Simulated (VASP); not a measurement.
Zr: single point with PBE

Crystal: Zr.

```
Zr
1.0
     5.45486    3.14936    1.42713
    -5.45486    3.14936    1.42713
     0.00000   -6.29873    1.42713
Zr
6
Direct
  0.58450 0.35100 0.24650
  0.24650 0.58450 0.35100
  0.35100 0.24650 0.58450
  0.41550 0.64900 0.75350
  0.75350 0.41550 0.64900
  0.64900 0.75350 0.41550
```

The cell was built by a generator and needn't be a form met in nature.

- Program: VASP 6.6.1
- Task: single point
- Functional: PBE
- Potentials or basis: VASP PAW PBE potentials, release 64 (Zr_sv)
- Cutoff: 520 eV
- k mesh: 6 × 6 × 6
- Occupations: gaussian, width 0.1 eV
- Spin: no spin polarisation

* Pressure: 28.3 GPa
* Largest force: 10.651 eV/Å
* Band gap on the k mesh: none (metal or under the smearing width)

Forces in eV/Å, atoms in the order of the input:
```
Zr   4.716  4.967 -8.157
Zr  -6.659  1.601 -8.157
Zr   1.943 -6.568 -8.157
Zr  -4.716 -4.967  8.157
Zr   6.659 -1.601  8.157
Zr  -1.943  6.568  8.157
```

Stress tensor (GPa, compression positive):
```
37.58  0.00  0.00
 0.00 37.58  0.00
 0.00  0.00  9.74
```

Levels at points of the mesh, in eV from the Fermi level:
```tsv
k point	band 32	band 33	band 34	band 35	band 36	band 37	band 38	band 39	band 40	band 41
(0.00, 0.00, 0.00)	-1.64	-1.47	-1.47	-0.68	-0.68	-0.10	1.14	1.42	1.42	1.78
(0.50, 0.00, 0.00)	-1.89	-1.37	-1.30	-0.50	0.08	0.59	0.65	0.91	0.93	1.88
(0.50, 0.50, 0.00)	-1.96	-1.63	-1.34	-0.76	-0.68	0.22	0.50	0.67	1.46	1.48
(0.50, 0.50, 0.50)	-1.47	-1.47	-1.17	-1.17	0.29	0.68	0.83	0.84	1.39	1.79
```

Run time: 27 min on 1 thread of Intel(R) Xeon(R) Platinum 8488C (Sapphire Rapids), with other jobs on the host, peak memory 0.42 GiB.

Caveat: a pressure of tens of GPa on the cell as given is suspect, and the run, the potentials or the cell itself is likely at fault; forces of over 1 eV/Å show positions far from the minimum, so gaps and moduli don't describe the material at rest.
